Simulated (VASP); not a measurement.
SiC (Moissanite 6H), 12 atoms in the cell. Symmetry: P6_3mc, No. 186, hexagonal system. The conventional cell has a = 3.080 Å, b = 3.080 Å, c = 15.112 Å, α = 90.00°, β = 90.00°, γ = 120.00°. Si (site symmetry 3m) has 4 C at 1.89 Å as nearest neighbours. Around Si (site symmetry 3m) lie 4 C at 1.89 Å. Si (site symmetry 3m) has 4 C at 1.88 to 1.89 Å as nearest neighbours. C (site symmetry 3m) has 4 Si at 1.88 to 1.89 Å as nearest neighbours. C (site symmetry 3m) is surrounded by 4 Si at 1.89 Å. C (site symmetry 3m) has 4 Si at 1.89 Å as nearest neighbours. 

```yaml
Program: VASP 6.6.1
Task: relaxation of cell and atoms
Functional: PBEsol
Potentials_or_basis: VASP PAW PBE potentials, release 64 (Si, C)
Cutoff: 600 eV
k_mesh: 12 × 12 × 2
Occupations: gaussian, width 0.03 eV
Spin: no spin polarisation
Further_INCAR_settings: ALGO = Normal; EDIFF = 1e-07; IBRION = 2; EDIFFG = -0.005; NSW = 90; ISIF = 3
```

Potentials or basis: VASP PAW PBE potentials, release 64 (Si, C).

Run with:

```sh
$ cat potpaw_PBE.64/Si/POTCAR potpaw_PBE.64/C/POTCAR > POTCAR
$ mpirun -np 4 vasp_std > vasp.out
```

Hardware: 4 MPI ranks on Intel(R) Xeon(R) Platinum 8259CL CPU @ 2.50GHz (Skylake/Cascade Lake), with other jobs on the host.

Problem. Estimate the wall time of this run.

Solution. Run time: 110 s on 4 MPI ranks on Intel(R) Xeon(R) Platinum 8259CL CPU @ 2.50GHz (Skylake/Cascade Lake), on a shared host, peak memory 0.36 GiB a rank. Counts: scf iterations 14, k points 38, ion steps 1.
